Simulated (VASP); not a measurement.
Wanted: an ASE script for a VASP 6.6.1 run.

| Property | Result |
| --- | --- |
| Task | single point |
| Functional | LDA |
| Potentials or basis | VASP PAW LDA potentials, release 54 (Nb_sv) |
| Cutoff | 520 eV |
| k mesh | 11 × 11 × 11 |
| Occupations | gaussian, width 0.1 eV |
| Spin | no spin polarisation |
| Further INCAR settings | ALGO = Normal; EDIFF = 1.00e-07 |

The structure of Nb lies in POSCAR:

```
Nb
1.0
   -1.6639500000      1.6639500000      1.6639500000
    1.6639500000     -1.6639500000      1.6639500000
    1.6639500000      1.6639500000     -1.6639500000
Nb
1
Direct
    0.0000000000      0.0000000000      0.0000000000
```

The input as run:

run.py

```python
from ase.calculators.vasp import Vasp
from ase.dft.bandgap import bandgap
from ase.io import read

atoms = read('POSCAR')
calc = Vasp(
    directory='calc',
    xc='lda',
    pp='LDA',
    setups='recommended',
    pp_version='54',
    prec='Accurate',
    encut=520,
    ediff=1e-07,
    ismear=0,
    sigma=0.1,
    lreal=False,
    lasph=True,
    nelm=80,
    algo='Normal',
    isif=2,
    lwave=False,
    lcharg=False,
    kpts=[11, 11, 11],
    gamma=True,
)
atoms.calc = calc

print('energy (eV):', atoms.get_potential_energy())
print('free energy (eV):', atoms.get_potential_energy(force_consistent=True))
print('forces (eV/A):')
print(atoms.get_forces())
print('stress (eV/A^3, Voigt):', atoms.get_stress())
print('Fermi level (eV):', calc.get_fermi_level())
gap, top, bottom = bandgap(calc)
print('band gap (eV):', gap, 'from (spin, k, band)', top, 'to', bottom)
```

Potentials or basis: VASP PAW LDA potentials, release 54 (Nb_sv).

Run with:

```sh
$ python run.py
```

Results of the run:

The pressure is -11.7 GPa. The band gap on the k mesh is none (metal or under the smearing width).

Wall time 13 s on 1 thread of Intel(R) Xeon(R) Platinum 8488C (Sapphire Rapids), with other jobs on the host, peak memory 0.13 GiB.
